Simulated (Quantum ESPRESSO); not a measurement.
# Cu: single point with PBE

Crystal: Cu.

```
Cu
1.0
     1.21846   -3.97638    0.00000
     1.21846    3.97638    0.00000
     0.00000    0.00000    2.47550
Cu
2
Direct
  0.86613 0.13387 0.75000
  0.13387 0.86613 0.25000
```

This isn't the form of Cu at room conditions, which is fcc.

```
Program             : Quantum ESPRESSO 7.5
Task                : single point
Functional          : PBE
Potentials or basis : SSSP 1.3 efficiency PBE
Cutoff              : 748 eV
Density cutoff      : 5987 eV
k mesh              : 11 × 11 × 11
Occupations         : fermi-dirac, width 0.05 eV
Spin                : no spin polarisation
```

| Item | Value |
| --- | --- |
| Pressure | 6.2 GPa |
| Largest force | 0.049 eV/Å |
| Band gap on the k mesh | none (metal or under the smearing width) |

Forces in eV/Å, atoms in the order of the input:
```
Cu   0.000 -0.049  0.000
Cu   0.000  0.049  0.000
```

Stress tensor (GPa, compression positive):
```
6.15 0.00 0.00
0.00 5.68 0.00
0.00 0.00 6.74
```

Levels at points of the mesh, in eV from the Fermi level:
```csv
k point,band 8,band 9,band 10,band 11,band 12,band 13,band 14,band 15
"(0.00, 0.00, 0.00)",-2.02,-1.82,-1.68,-1.43,-0.11,4.78,14.75,18.39
```

Run time: 67 s on 1 thread of Intel(R) Xeon(R) Platinum 8488C (Sapphire Rapids) (shared host), peak memory 0.19 GiB.
